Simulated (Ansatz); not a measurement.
Crystal: NaCl.

```
Cl Na
1.0
     3.50219    0.00000    0.00000
     0.00000    3.50219    0.00000
     0.00000    0.00000    3.50219
Cl Na
1 1
Direct
  0.50000 0.50000 0.50000
  0.00000 0.00000 0.00000
```

Measurements of this composition are mostly on another form, of space group No. 225.

Base run:

```yaml
Program: Ansatz 0.2.0
Functional: PBE
Potentials_or_basis: all-electron PAW datasets made for the crystal
Cutoff: 180 eV (chosen from the basis error)
k_mesh: 6 × 6 × 6
Occupations: fermi-dirac, width 0.05 eV
Spin: no spin polarisation
```

Its results: band gap on the k mesh 3.98 eV, indirect (least direct gap 4.47 eV); pressure 0.1 GPa.

Q: The run is repeated on the same cell with these changes: functional from PBE to HSE06; cutoff from 180 eV (chosen from the basis error) to 200 eV (chosen from the basis error). What comes out?

A: Band gap on the k mesh 5.29 eV, indirect (least direct gap 5.82 eV); pressure -0.4 GPa.

HSE06 gives the wider gap, since exact exchange removes part of the self-interaction.

A k mesh can miss the band edges.
